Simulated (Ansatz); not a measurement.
# Ru: the cost of one run

Method: DFT PBEsol, scalar-relativistic, plane waves, PAW, in Ansatz 0.2.0.

1 further run of the same task is left out (set aside as unsound or not needed).

## Step 1: The system as given

It takes space group P6_3/mmc (No. 194, hexagonal). Conventional cell: a = 2.690 Å, b = 2.690 Å, c = 4.252 Å, α = 90.00°, β = 90.00°, γ = 120.00°. Ru (site symmetry -6m2) is surrounded by 12 Ru at 2.63 to 2.69 Å.

Coordinates:

```
CELL_PARAMETERS angstrom
2.68952 0.00000 0.00000
-1.34476 2.32920 0.00000
0.00000 0.00000 4.25192
ATOMIC_POSITIONS crystal
Ru 0.33333 0.66667 0.25000
Ru 0.66667 0.33333 0.75000
```

It is the result of an earlier relaxation at this level (volume 13.32 Å³/atom; gap on the mesh: none (metal)).

## Step 2: The reference cell

Reference values: F = -11633.0279 eV; pressure -0.02 GPa; largest force 0.000 eV/Å; gap on the mesh none (metal). It was computed beforehand with the settings of the runs below.

## Step 3: The disturbance

Atom 2 moved 0.15 Å. Displacements in the unstrained cell, with the mean shift removed:

| atom | ux (Å) | uy (Å) | uz (Å) |
| --- | --- | --- | --- |
| Ru1 | 0.075 | -0.001 | -0.005 |
| Ru2 | -0.075 | 0.001 | 0.005 |

## Step 4: The disturbed cell, one point

File input.yaml:

```yaml
crystal:
  lattice:
    - [2.6895239996, 0.0, 0.0]
    - [-1.3447619998, 2.3291961078, 0.0]
    - [0.0, 0.0, 4.2519209491]
  atoms:
    - { symbol: Ru, position: [0.3608995512, 0.6661587734, 0.248821261] }
    - { symbol: Ru, position: [0.6391004488, 0.3338412266, 0.751178739] }
basis:
  ecutwfc: 420
kpoints:
  mp_grid: { grid: [12, 12, 8] }
hamiltonian:
  xc: pbesol
scf:
  occupations: { method: gaussian, width: 0.15 }
output:
  forces: true
  stress: true
  eigenvalues: true
```

Run with:

```
$ ansatz run input.yaml --threads 2 --pin off --max-ram 5120MiB --backend cpu --events-out ev --progress --plain --runs-dir out
```

**Question.** How long does this run take on 2 threads of Arm Neoverse V2, shared host, and how much memory does it need?

About 6 s, with a peak of 0.49 GiB.
